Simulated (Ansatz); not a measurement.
Two isomers of C4H6O2: A = `CC1(C=O)CO1`, B = `O=C1CCCO1`.

Program: Ansatz. Geometries: PBE0-D4/def2-TZVP. ΔE: electronic, gas phase. CCSD(T)/CBS is the MP2 limit (def2-TZVPP, def2-QZVPP) plus CCSD(T) − MP2 in def2-TZVPP, frozen cores. DFT in def2-TZVPP. B3LYP here is the variant with VWN-RPA as its local correlation; programs differ in this. Each species was taken in one conformer, which may not be the lowest.

A:

```xyz
12

C     1.182    0.171   -0.758
C    -0.095    0.131    0.016
C    -1.342   -0.226   -0.719
O    -1.363   -0.686   -1.827
C    -0.125   -0.140    1.462
O    -0.322    1.165    0.976
H     1.367   -0.797   -1.226
H     2.016    0.421   -0.101
H     1.121    0.917   -1.552
H    -2.270   -0.023   -0.143
H    -0.996   -0.608    1.916
H     0.825   -0.325    1.956
```

B:

Z-matrix (Å, degrees):
```
C
C 1 1.514
C 1 1.519 2 103.5
H 1 1.095 2 107.4 3 -118.9
H 1 1.088 2 110.2 3 124.1
O 2 1.353 1 109.1 3 16.8
O 2 1.192 1 128.5 3 -163.6
C 3 1.524 1 101.7 2 -27.4
H 3 1.090 1 114.1 2 -148.6
H 3 1.092 1 110.4 2 89.4
H 8 1.095 3 111.9 1 -88.2
H 8 1.090 3 113.9 1 147.8
```

Problem. Which is lower in electronic energy at CCSD(T)/CBS, and by how much? (An estimate is asked.)

Solution. Computed: B, by 39.7 kcal/mol.

Problem. Give E(B) − E(A) in kcal/mol with PBE-D4, MP2/def2-TZVPP, HF/def2-TZVPP, CCSD(T)/def2-TZVPP, B3LYP, CCSD/def2-TZVPP, B3LYP-D4. (An estimate is asked.)

Solution. The calculation gave: PBE-D4 -39.0, MP2/def2-TZVPP -39.6, HF/def2-TZVPP -42.4, CCSD(T)/def2-TZVPP -39.7, B3LYP -39.3, CCSD/def2-TZVPP -40.1, B3LYP-D4 -39.6. None reverses the order clearly.

Largest T1 diagnostic: 0.014.

From PBE to PBE0 (25 % exact exchange), in def2-TZVPP and without D4, E(B) − E(A) moves by −2.4 kcal/mol. In def2-TZVPP, CCSD(T) changes the Hartree–Fock value by +2.7 kcal/mol (the triples alone add +0.4 kcal/mol) and MP2 by +2.8 kcal/mol.
